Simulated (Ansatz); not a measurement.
# Pb (Fm-3m) in Ansatz: a series of runs

One crystal, Pb, is run at these levels: PBE; tasks: single point.

Program: Ansatz 0.2.0. These are calculated values, not measurements. Logs are shortened: lines on timing, memory, paths and dates and some standing lists are left out, and cuts for length are marked.

## (1) Starting point

It takes space group Fm-3m (No. 225, cubic). The conventional cell has a = 4.950 Å, b = 4.950 Å, c = 4.950 Å, α = 90.00°, β = 90.00°, γ = 90.00°. Pb (site symmetry m-3m) has 12 Pb at 3.50 Å as nearest neighbours.

## (2) Single point, PBE

input.yaml

```yaml
crystal:
  lattice:
    - [0.0, 2.47502, 2.47502]
    - [2.47502, 0.0, 2.47502]
    - [2.47502, 2.47502, 0.0]
  atoms:
    - { symbol: Pb, position: [0.0, 0.0, 0.0] }
hamiltonian:
  xc: pbe
  pseudopotentials: { kind: paw }
kpoints:
  mp_grid: { grid: [9, 9, 9] }
scf:
  occupations: { method: fermi_dirac, width: 0.05 }
basis:
  ecutwfc: "300 eV"
output:
  forces: true
  stress: true
  eigenvalues: true
```

Potentials or basis: Ansatz PAW.

Command:

```bash
> ansatz run input.yaml --threads 2 --pin off --max-ram 5120MiB --backend cpu --events-out ev --progress --plain --runs-dir out
```

Output:

```text
Warning: basis.ecutwfc = 300 eV is below the records' recommended 420 eV, and the density's cutoff is lower with it unless basis.ecutrho_ratio is high enough to keep the records' density cutoff: compare with a run at a higher cutoff
Warning: RAYON_NUM_THREADS=2 ignored (pool sized by the plan → 2); use --threads N
Engine: ansatz 0.2.0, x86_64-unknown-linux-gnu
Pseudopotentials: kind: paw
Pseudopotential: Pb, paw, valence charge 14, recommended cutoff 420 eV (normal), Pb.paw.azcp
Functional definition: PBE
  parameter kappa = 0.804
  parameter beta = 0.06672455060314922
  exchange = pbe_x(kappa = kappa, mu = beta*pi^2/3)
  correlation = pbe_c(beta = beta)
Crystal: 1 atoms, lattice volume = 30.323 Å³
Basis set: ecut = 300 eV, 339 PW (Γ), exchange–correlation on 40×40×40 points (8 copies of the dense FFT grid, shifted against one another)
Bands: 11, of which v1, the nominal top of the filled ones, is band 7 counted from 1 (6 counted from 0)
Symmetry: 48 space group operations
Space group: Fm-3m (ITA 225), of the structure as read, at distance tolerance 3.1e-5 Å
k-points: 35 of 729
Non-local potential: Pb, projectors of the file, l = 0: 2, l = 1: 2, l = 2: 2, l = 3: 2
PAW form: soft (Blöchl's): semilocal exchange-correlation on the pseudo side does not see the compensation charge
PAW one-centre angular grid: Pb, 590 points (default); XC on 64 Gauss nodes
Initial density: superposition of atomic densities (neutral atoms: chi_scale 0, normalization atom), corrected by the library's trained network
Initial wavefunctions: pseudopotential atomic-orbital guess
Functional: x = pbe(κ = 0.804, μ = 0.2195149727645171), c = pbe(β = 0.06672455060314922)
SCF iter   1: F=—  HF=-11906.379138 eV  |F-HF|=—  |Δ(HF+E_count)|=         —  Δρ=2.99e-3  dr2=9.16e-4  ethr=1.77e-3  ⟨swp⟩=5.9  Hψ=2415  notcnv=0
preconditioner: auto → none  [insulator: Δε(μ)=0.232 eV  Ē_g=19.967 eV  σ=0.050 eV  W_gap=0.52  n_scr=8 (ndim 8)  ℏωp=25.2 eV  f_vac=0.000  D(μ)=0.39/eV (n_scr^D=0)  ε∞_Penn≈2.6]
SCF iter   2: F=—  HF=-11906.378487 eV  |F-HF|=—  |Δ(HF+E_count)|=   6.51e-4  Δρ=1.18e-3  dr2=1.07e-4  ethr=6.54e-6  ⟨swp⟩=2.7  Hψ=920  notcnv=0
SCF iter   3: F=—  HF=-11906.378532 eV  |F-HF|=—  |Δ(HF+E_count)|=   4.52e-5  Δρ=2.15e-4  dr2=3.79e-6  ethr=7.66e-7  ⟨swp⟩=3.0  Hψ=635  notcnv=0
SCF iter   4: F=—  HF=-11906.378529 eV  |F-HF|=—  |Δ(HF+E_count)|=   3.28e-6  Δρ=2.91e-5  dr2=3.58e-7  ethr=2.71e-8  ⟨swp⟩=2.5  Hψ=596  notcnv=0
iter 5 did not close the SCF: its close was put off for the readings that it lacked (scf_convergence_deferred on its scf_iter line)
SCF iter   5: F=-11906.378529 eV  HF=-11906.378529 eV  |F-HF|=2.94e-9  |Δ(HF+E_count)|=   1.72e-7  Δρ=6.76e-6  dr2=1.26e-8  ethr=2.55e-9  ⟨swp⟩=2.1  Hψ=588  notcnv=0
SCF iter   6: F=-11906.378529 eV  HF=-11906.378529 eV  |F-HF|=1.09e-11  |Δ(HF+E_count)|=   4.56e-9  Δρ=2.55e-7  dr2=2.02e-11  ethr=9.00e-11  ⟨swp⟩=3.1  Hψ=1612  notcnv=0
SCF 1 converged in 6 iterations: F = -11906.378529 eV  dr2 = 2.02e-11
SCF converged after 6 iterations
Free energy (F): -11906.378529 eV
Harris-Foulkes:  -11906.378529 eV  (|F-HF|=1.09e-11)
Internal energy: -11906.375431 eV  (E = F + TS)
E sigma→0 (E₀):  -11906.376980 eV
Entropy (-TS):   -0.003098 eV (-3.098 meV/atom)
Fermi energy:    10.828951 eV
--- Per-component energies (eV) ---
  E_band       = -37.011712
  E_kinetic    = 289.887365
  E_local      = -1014.900937  (includes V_loc(G=0)·N_el)
  E_nonlocal   = 348.649493
  E_hartree    = 403.178309
  E_xc         = -221.089607
  E_vxc        = -132.889422  (∫ρ·V_xc dr)
  E_paw        = -10405.040563  (= ΣΔE_a)
  E_vpaw       = -334.114933  (= ΣTr[D̂ρ^β])
  E_aug_tail   = 0.000264  (compensation charges beyond the density's cutoff)
  E_ewald      = -1307.059754
  E_smearing   = -0.003098  (= −TS)
  E_closure    = 0.000000  (closes the sum)
  Σ components = -11906.378529   (vs F -11906.378529, Δ=0.00e0)
--- Forces (eV/Å), atoms counted from 1 ---
  atom   1  Pb    -0.00000000     0.00000000     0.00000000
  max |Σ_I F_I| component: 7.40e-32 eV/Å
--- Stress (GPa, compression-positive) ---
        2.405705       0.000000      -0.000000
        0.000000       2.405705      -0.000000
       -0.000000      -0.000000       2.405705
  P = ⅓ Tr σ = 2.4057 GPa (24.057 kbar)
--- Band table (eV; the first three rows and the last of 35) ---
  k-point 0: bands = ["-6.1397", "-6.1397", "-6.1397", "-5.9983", "-5.9983", "-0.7829", "18.4004", "18.4004", "18.4004", "20.7177", "22.3060"]
  k-point 1: bands = ["-6.1400", "-6.1223", "-6.1223", "-5.9979", "-5.9979", "-0.5449", "16.0279", "18.1189", "18.1189", "20.3319", "23.2792"]
  k-point 2: bands = ["-6.1453", "-6.1036", "-6.1036", "-5.9785", "-5.9785", "0.1667", "12.5536", "17.5133", "17.5133", "19.9908", "22.8144"]
  k-point 34: bands = ["-6.1303", "-6.1178", "-6.0383", "-5.9479", "-5.8437", "4.1650", "9.1516", "10.1003", "11.7519", "21.2628", "22.3358"]
```

Run time: 0.2 s. Hardware: 2 threads of AMD EPYC 9B45 (Zen 5), shared host; peak memory 0.32 GiB.

What came out:

```yaml
Free_energy: -11906.3785 eV
Pressure: 2.4 GPa
Band_gap_on_the_k_mesh: none (metal or under the smearing width)
```

Levels at points of the mesh, in eV from the Fermi level:
```
           k point  band 4  band 5  band 6  band 7  band 8  band 9  band 10  band 11
(0.00, 0.00, 0.00)  -16.83  -16.83  -11.61    7.57    7.57    7.57     9.89    11.48
```

Caveat: the pressure holds a Pulay correction of +2.9 GPa for the finite cutoff; the cutoff lies under the one recommended for these potentials.

## (3) Single point, PBE

input.yaml: that of step 2 with these lines changed.

```diff
@@ -11,7 +11,5 @@
 kpoints:
-  mp_grid: { grid: [9, 9, 9] }
+  mp_grid: { grid: [13, 13, 13] }
 scf:
   occupations: { method: fermi_dirac, width: 0.05 }
-basis:
-  ecutwfc: "300 eV"
 output:
@@ -20 +18,5 @@
   eigenvalues: true
+  write_density: true
+  write_potential: true
+  elf: true
+  volumetric_format: npy
```

Potentials or basis: Ansatz PAW.

Command:

```bash
> ansatz run input.yaml --threads 2 --pin off --max-ram 5120MiB --backend cpu --events-out ev --progress --plain --runs-dir out
```

Run time: 0.48 s. Hardware: 2 threads of AMD EPYC 9B45 (Zen 5), shared host; peak memory 0.38 GiB.

Results (log left out):

```
Free energy            : -11906.4029 eV
Pressure               : 2.4 GPa
Band gap on the k mesh : none (metal or under the smearing width)
```

Levels at points of the mesh, in eV from the Fermi level:
```
           k point  band 5  band 6  band 7  band 8  band 9  band 10
(0.00, 0.00, 0.00)  -17.02  -11.83    7.34    7.34    7.34     9.67
```

The run has no spin-orbit coupling, so splittings on Pb are missing.
